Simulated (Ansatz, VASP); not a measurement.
## One calculation of BeSe4, two programs

```
Be Se
1.0
    -3.50922    3.50922    2.17066
     3.50922   -3.50922    2.17066
     3.50922    3.50922   -2.17066
Be Se
1 4
Direct
  0.00000 0.00000 0.00000
  0.19961 0.59963 0.79924
  0.59963 0.80039 0.40002
  0.40037 0.19961 0.59998
  0.80039 0.40037 0.20076
```

Change from the starting cell: species swapped into the ScAg4 type (I4/m, No. 87).

Alike in both runs: task single point; functional PBE; k mesh 6 × 6 × 6; occupations gaussian, width 0.1 eV; no spin polarisation.

|  | VASP | Ansatz |
| --- | --- | --- |
| version | VASP 6.6.1 | Ansatz 0.2.0 |
| potentials or method | VASP PAW PBE potentials, release 64 (Be, Se) | scalar-relativistic, plane waves, PAW |
| plane-wave cutoff (eV) | 520 | 420 |
| valence electrons in the cell | 26 | 66 |

|  | VASP | Ansatz | Ansatz less VASP |
| --- | --- | --- | --- |
| gap on the k mesh at the Fermi level (eV) | none | none | - |
| pressure (GPa) | -6.4 | -6.4 | 0.00 |
| largest component of the traceless stress (GPa) | 0.94 | 0.94 | -0.001 |
| rms of the force components (eV/Å) | 0.173 | 0.173 | 0.0000 |

Atom by atom the forces differ by 0.000 eV/Å (rms over components). A gap of «none» marks a metal or a gap that the smearing closes. The two sets of potentials don't hold the same shells in valence.
